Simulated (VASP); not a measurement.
# ScAl3 (Pm-3m) in VASP: further runs, part 2 of 2

VASP 6.6.1. Earlier steps stand in the parts before.

### 3 Relaxation of cell and atoms, PBE

This run uses another cell than the first one, of 17.08 Å³/atom, 0.988 times its volume.

Contents of INCAR:

```
ALGO = Normal ; EDIFF = 1E-7
EDIFFG = -0.002 ; ENCUT = 600
GGA = PE ; IBRION = 2
ISIF = 3 ; ISMEAR = 0
LASPH = True ; LCHARG = False
LREAL = False ; LWAVE = False
NELM = 100 ; NSW = 100
PREC = Accurate ; SIGMA = 0.1
```

Contents of KPOINTS:

```
k-points
0
Gamma
  10 10 10
```

Contents of POSCAR:

```
ScAl3
1.0
    4.0878065700      0.0000000000      0.0000000000
    0.0000000000      4.0878065700      0.0000000000
    0.0000000000      0.0000000000      4.0878065700
Sc Al
1 3
Direct
    0.0000000000      0.0000000000      0.0000000000
    0.5000000000      0.0000000000      0.5000000000
    0.0000000000      0.5000000000      0.5000000000
    0.5000000000      0.5000000000      0.0000000000
```

Potentials or basis: VASP PAW PBE potentials, release 64 (Sc_sv, Al).

The run is started by

```bash
cat potpaw_PBE.64/Sc_sv/POTCAR potpaw_PBE.64/Al/POTCAR > POTCAR
mpirun -np 1 vasp_std > vasp.out
```

OUTCAR:

```text
EDIFF = 1E-7
   EDIFFG = -0.002
   ENCUT = 600
   GGA = PE
   IBRION = 2
   ISIF = 3
   ISMEAR = 0
   LASPH = True
   LREAL = False
   NELM = 100
   NSW = 100
   PREC = Accurate

 ion  position               nearest neighbor table
   1  0.000  0.000  0.000-   2 2.89   3 2.89   4 2.89   2 2.89   3 2.89   3 2.89   4 2.89   3 2.89
                             2 2.89   4 2.89   2 2.89   4 2.89
   2  0.500  0.000  0.500-   1 2.89   3 2.89   4 2.89   1 2.89   4 2.89   3 2.89   4 2.89   4 2.89
                             1 2.89   3 2.89   1 2.89   3 2.89
   3  0.000  0.500  0.500-   1 2.89   2 2.89   4 2.89   1 2.89   4 2.89   1 2.89   2 2.89   1 2.89
                             2 2.89   4 2.89   4 2.89   2 2.89
   4  0.500  0.500  0.000-   1 2.89   2 2.89   3 2.89   2 2.89   3 2.89   1 2.89   2 2.89   2 2.89
                             1 2.89   3 2.89   3 2.89   1 2.89

  LATTYP: Found a simple cubic cell.
 ALAT       =     4.0878065700

[... 282 lines left out ...]
  band No.  band energies     occupation
      1     -41.8613      2.00000
      2     -20.5601      2.00000
      3     -20.5601      2.00000
      4     -20.5601      2.00000
      5      -2.8076      2.00000
      6       4.5500      2.00000
      7       4.5500      2.00000
      8       5.3462      2.00000
      9       5.3462      2.00000
     10       5.3462      2.00000
     11       8.4204      0.00000
     12       8.4555      0.00000
     13       8.4555      0.00000
     14       8.4555      0.00000
[... 377 lines left out ...]
      1     -41.8602      2.00000
      2     -20.5793      2.00000
      3     -20.5612      2.00000
      4     -20.5609      2.00000
      5      -1.8322      2.00000
      6       1.6456      2.00000
      7       4.2242      2.00000
      8       4.8272      2.00000
      9       6.0010      2.00000
     10       7.3856      0.00240
     11       7.7980      0.00000
     12       8.1396      0.00000
     13       9.0923      0.00000
     14       9.7213      0.00000

 [... further k-points ...]
[... 5 lines left out ...]
  --------------------------------------------------------------------------------------
  -------------------------------------------------------------------------------------
  Total        0.0016553      0.0016553      0.0016553      0.0000000     -0.0000000      0.0000000
  in kB        0.0383175      0.0383175      0.0383175      0.0000000     -0.0000000      0.0000000
  external PRESSURE =       0.0383175 kB  Pullay stress =       0.0000000 kB
[... 19 lines left out ...]
  FREE ENERGIE OF THE ION-ELECTRON SYSTEM (eV)
  ---------------------------------------------------
  free  energy   TOTEN  =       -19.3013037783 eV

  energy  without entropy=      -19.2950300746  energy(sigma->0) =      -19.29816693

 reached required accuracy - stopping structural energy minimisation
```

OSZICAR:

```text
N       E                     dE             d eps       ncg     rms          rms(c)
DAV:   1     0.126962276462E+03    0.12696E+03   -0.91013E+03  1568   0.145E+03
DAV:   2    -0.111199930275E+02   -0.13808E+03   -0.13610E+03  1580   0.375E+02
DAV:   3    -0.201339053634E+02   -0.90139E+01   -0.84994E+01  2468   0.794E+01
[... 25 lines left out ...]
DAV:   3    -0.193013646967E+02    0.20266E-03   -0.69695E-04  2348   0.217E-01    0.529E-02
DAV:   4    -0.193013014888E+02    0.63208E-04   -0.18542E-04  2034   0.140E-01    0.195E-02
DAV:   5    -0.193013038142E+02   -0.23254E-05   -0.13451E-05  2368   0.389E-02    0.507E-03
DAV:   6    -0.193013037468E+02    0.67384E-07   -0.24916E-06  2530   0.138E-02    0.247E-03
DAV:   7    -0.193013038495E+02   -0.10277E-06   -0.74314E-08  1024   0.308E-03    0.674E-04
DAV:   8    -0.193013037783E+02    0.71267E-07   -0.49450E-08   916   0.327E-03
   3 F= -.19301304E+02 E0= -.19298167E+02  d E =-.329513E-02
```

Wall time 61 s (1 thread of Intel Xeon 6975P-C (Granite Rapids), shared host); peak memory 0.25 GiB.

Results:

```
Free energy                            : -19.3013 eV
Relaxed volume                         : 17.30 Å³/atom
Relaxed cell                           : a = 4.106 Å, b = 4.106 Å, c = 4.106 Å, α = 90.00°, β = 90.00°, γ = 90.00°
Space group after relaxing (to 0.05 Å) : Pm-3m (No. 221)
Energy gained by relaxing              : 0.8 meV/atom
Ionic steps                            : 3
Pressure after relaxing                : 0.0 GPa
Band gap on the k mesh                 : none (metal or under the smearing width)
```

Step by step:
| step | energy change (eV) | largest force (eV/Å) | pressure (GPa) | volume (Å³) |
| --- | --- | --- | --- | --- |
| 1 | 0.0000 | 0.0000 | 1.18 | 68.31 |
| 2 | -0.0028 | 0.0000 | -0.42 | 69.56 |
| 3 | -0.0033 | 0.0000 | 0.00 | 69.21 |

Final structure:
```
CELL_PARAMETERS angstrom
4.10582 0.00000 0.00000
0.00000 4.10582 0.00000
0.00000 0.00000 4.10582
ATOMIC_POSITIONS crystal
Sc 0.00000 0.00000 0.00000
Al 0.50000 0.00000 0.50000
Al 0.00000 0.50000 0.50000
Al 0.50000 0.50000 0.00000
```

Levels at points of the mesh, in eV from the Fermi level:
```tsv
k point	band 8	band 9	band 10	band 11	band 12	band 13
(0.00, 0.00, 0.00)	-1.82	-1.82	-1.82	1.25	1.28	1.28
(0.50, 0.00, 0.00)	-1.71	-1.46	0.78	0.97	0.97	1.34
(0.50, 0.50, 0.00)	-4.34	-0.54	-0.54	1.18	1.35	2.05
(0.50, 0.50, 0.50)	-4.44	-2.96	-2.96	-2.96	0.92	2.57
```

### 4 Single point, PBE

This run uses another cell than the first one, of 18.33 Å³/atom, 1.060 times its volume.

Contents of INCAR:

```
PREC = Accurate ; ENCUT = 520
EDIFF = 1E-6 ; ISMEAR = 0
SIGMA = 0.1 ; LREAL = F
LASPH = T ; NELM = 100
ALGO = Normal ; ISIF = 2
LWAVE = F ; LCHARG = F
GGA = PE ; NBANDS = 18
```

Contents of KPOINTS:

```
Automatic mesh
0
Gamma
  10 10 10
```

Contents of POSCAR:

```
ScAl3
1.0
    4.1854298699      0.0000000000      0.0000000000
    0.0000000000      4.1854298699      0.0000000000
    0.0000000000      0.0000000000      4.1854298699
Sc Al
1 3
Direct
    0.0000000000      0.0000000000      0.0000000000
    0.5000000000      0.0000000000      0.5000000000
    0.0000000000      0.5000000000      0.5000000000
    0.5000000000      0.5000000000      0.0000000000
```

The run is started by

```bash
cat potpaw_PBE.64/Sc_sv/POTCAR potpaw_PBE.64/Al/POTCAR > POTCAR
mpirun -np 1 vasp_std > vasp.out
```

Wall time 22 s (1 thread of Intel Xeon 6975P-C (Granite Rapids), shared host); peak memory 0.21 GiB.

Results (log left out):

- Free energy: -19.2418 eV
- Pressure: -4.4 GPa
- Band gap on the k mesh: none (metal or under the smearing width)

Levels at points of the mesh, in eV from the Fermi level:
```
           k point  band 8  band 9  band 10  band 11  band 12  band 13
(0.00, 0.00, 0.00)   -1.78   -1.78    -1.78     1.25     1.25     1.25
(0.50, 0.00, 0.00)   -1.61   -1.34     0.47     0.91     0.91     1.35
(0.50, 0.50, 0.00)   -4.19   -0.49    -0.49     1.18     1.29     1.93
(0.50, 0.50, 0.50)   -4.22   -2.88    -2.88    -2.88     0.80     2.42
```

### 5 Overview

```tsv
task	cell	cutoff (eV)	gap on the mesh (eV)	pressure (GPa)
single point	Pm-3m, 17.29 Å³/atom	520	none	0.0
relaxation of cell and atoms	relaxed	600	none	0.0
single point	Pm-3m, 18.33 Å³/atom	520	none	-4.4
```

Alike in all rows: level PBE; potentials or basis VASP PAW PBE potentials, release 64 (Sc_sv, Al); no spin polarisation; k mesh 10 × 10 × 10; smearing gaussian 0.1 eV.

Absolute energies hang on the potentials; compare differences alone.
